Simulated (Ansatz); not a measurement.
Al under changes of volume

One of the cells (16.603 Å³/atom); the others are scaled copies at fixed shape and fractional positions:

```xyz
1
Lattice="0.0000 2.0248 2.0248 2.0248 0.0000 2.0248 2.0248 2.0248 0.0000" Properties=species:S:1:pos:R:3 pbc="T T T"
Al    0.0000    0.0000    0.0000
```

```yaml
Program: Ansatz 0.2.0
Functional: PBEsol
Potentials_or_basis: all-electron LAPW, scalar-relativistic
Cutoff: 146 eV (chosen from the basis error)
Basis_error_allowed: 0.0005 eV/atom
k_mesh: 11 × 11 × 11
Occupations: fermi-dirac, width 0.05 eV
Spin: no spin polarisation
```

```csv
volume (Å³/atom),energy over the lowest point (meV/atom),pressure (GPa)
15.607,?,?
15.939,1.05,1.4
16.271,0.00,-0.3
16.603,2.40,-1.9
16.935,7.88,-3.3
17.267,16.14,-4.6
17.599,26.88,-5.7
```

Q: What does the run at 15.607 Å³/atom give?

A: Energy over the lowest point 5.96 meV/atom; pressure 3.4 GPa.

Worked out: A Birch-Murnaghan fit of order 3 (a polynomial in V^(-2/3)) to the other rows has its minimum at 16.20 Å³/atom with B0 = V·E''(V) = 83 GPa and B' = 4.3. It gives 5.94 meV/atom at 15.607 Å³/atom, against the run's 5.96, and -dE/dV = 3.4 GPa, against 3.4.

Energies are extrapolated to zero smearing.
